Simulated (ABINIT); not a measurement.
BaZrO3:

```xyz
5
Lattice="4.1913 0.0000 0.0000 0.0000 4.1913 0.0000 0.0000 0.0000 4.1913" Properties=species:S:1:pos:R:3 pbc="T T T"
Ba    0.0000    0.0000    0.0000
Zr    2.0957    2.0957    2.0957
O     2.0957    2.0957    0.0000
O     2.0957    0.0000    2.0957
O     0.0000    2.0957    2.0957
```

Base run:

```yaml
Program: ABINIT 10.8.3 (patched build)
Functional: AM05
Potentials_or_basis: JTH PAW PBE v2.0
Cutoff: 626 eV
k_mesh: 6 × 6 × 6
Occupations: fermi-dirac, width 0.05 eV
Spin: no spin polarisation
```

Its results: band gap on the k mesh 3.13 eV, indirect (least direct gap 3.35 eV); pressure -0.1 GPa.

Problem. The run is repeated on the same cell with these changes: functional from AM05 to HCTH407. What comes out?

Solution. Band gap on the k mesh 3.32 eV, indirect (least direct gap 3.55 eV); pressure 5.6 GPa.

Caveats: this set's barium file shifts pressures by 1.5 GPa and gaps by 0.1 eV against other sets; the PAW data sets were made with another functional, which shifts forces and pressure a little; spin-orbit coupling is left out, which moves the levels of the heavy elements.
